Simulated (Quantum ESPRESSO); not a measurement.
Co:

```xyz
2
Lattice="2.4720 0.0000 0.0000 -1.2360 2.1408 0.0000 0.0000 0.0000 4.0211" Properties=species:S:1:pos:R:3 pbc="T T T"
Co    1.2360    0.7136    3.0159
Co    0.0000    1.4272    1.0053
```

Base run:

| Property | Result |
| --- | --- |
| Program | Quantum ESPRESSO 7.5 |
| Functional | PBEsol |
| Potentials or basis | GBRV 1.5 PBEsol |
| Cutoff | 762 eV |
| Density cutoff | 6095 eV |
| k mesh | 12 × 12 × 7 |
| Occupations | fermi-dirac, width 0.05 eV |
| Spin | collinear spin, ferromagnetic start |
| Starting moments | [2.0, 2.0] μB |
| Hubbard terms | Co d U = 4 eV |

Its results: band gap on the k mesh none (metal or under the smearing width); pressure 2.4 GPa; net moment 3.67 μB per cell; site moments Co +1.95 μB.

Question: The run is repeated on the same cell with these changes: hubbard terms from Co d U = 4 eV to none. What comes out?

Answer: Band gap on the k mesh none (metal or under the smearing width); pressure -5.4 GPa; net moment 3.29 μB per cell; site moments Co +1.72 μB.

Caveats: the U is typed as a test and isn't derived for this compound (some runs).
